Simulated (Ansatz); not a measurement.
# Si: a sweep of the sphere radii

Aim: hold Si and all else fixed and vary the sphere radii, to see how far energy and properties move.

Method: DFT, PBE, all-electron LAPW, scalar-relativistic, in Ansatz 0.2.0.

### 1 Starting point

The structure is cubic, space group Fd-3m (No. 227). The conventional cell has a = 5.431 Å, b = 5.431 Å, c = 5.431 Å, α = 90.00°, β = 90.00°, γ = 90.00°. Si (site symmetry -43m) is surrounded by 4 Si at 2.35 Å.

Coordinates:

```cif
data_structure
_symmetry_space_group_name_H-M 'Fd-3m:1'
_symmetry_Int_Tables_number 227
_cell_length_a 5.4309
_cell_length_b 5.4309
_cell_length_c 5.4309
_cell_angle_alpha 90.000
_cell_angle_beta 90.000
_cell_angle_gamma 90.000
_cell_volume 160.19
loop_
_atom_site_label
_atom_site_type_symbol
_atom_site_symmetry_multiplicity
_atom_site_Wyckoff_symbol
_atom_site_fract_x
_atom_site_fract_y
_atom_site_fract_z
_atom_site_occupancy
Si1 Si 8 a 0.50000 0.00000 0.50000 1
```

The file gives the conventional cell by its symmetry; the runs use the cell typed in the input.

The cell comes from a crystallographic database entry that wasn't checked; take it as a given geometry, which may be far from equilibrium.

Atoms are numbered in the order of the input: Si1, Si2.

### 2 With all sphere radii typed as 0.705 Å

The input, input.yaml:

```yaml
crystal:
  lattice:
    - [0.0, 2.71547, 2.71547]
    - [2.71547, 0.0, 2.71547]
    - [2.71547, 2.71547, 0.0]
  atoms:
    - { symbol: Si, position: [0.5, 0.5, 0.5] }
    - { symbol: Si, position: [0.75, 0.75, 0.75] }
kpoints:
  mp_grid: { grid: [12, 12, 12] }
scf:
  occupations: { method: fermi_dirac, width: 0.08 }
hamiltonian:
  xc: pbe
  pseudopotentials:
    kind: all_electron
    lapw: { basis_error: 0.00025, muffin_tin_radii: { Si: 0.705 } }
output:
  forces: true
  stress: true
  eigenvalues: true
```

### 3 With all sphere radii typed as 0.847 Å

input.yaml: that of step 2 with these lines changed.

```diff
@@ -16,3 +16,3 @@
     kind: all_electron
-    lapw: { basis_error: 0.00025, muffin_tin_radii: { Si: 0.705 } }
+    lapw: { basis_error: 0.00025, muffin_tin_radii: { Si: 0.847 } }
 output:
```

### 4 With all sphere radii typed as 0.988 Å

input.yaml: that of step 3 with these lines changed.

```diff
@@ -16,3 +16,3 @@
     kind: all_electron
-    lapw: { basis_error: 0.00025, muffin_tin_radii: { Si: 0.847 } }
+    lapw: { basis_error: 0.00025, muffin_tin_radii: { Si: 0.988 } }
 output:
```

(Steps that only read results are left out.)

Before running it: what results should come out? Wanted: pressure, in all runs; gap, in all runs.

The runs gave:

| quantity | value |
| --- | --- |
| largest change of energy from «all sphere radii typed as 0.705 Å» (zero smearing) | 0.0 meV/atom (all sphere radii typed as 0.988 Å) |
| pressure, in all runs (LAPW) | 1.97 GPa |
| gap, in all runs (LAPW) | 0.57 eV |

What this shows: Across the runs the energy spans 0.0 meV/atom. A complete basis would give the same answer for any radius, so the spread shows part of the basis error. The pressure spans under 0.01 GPa (LAPW).
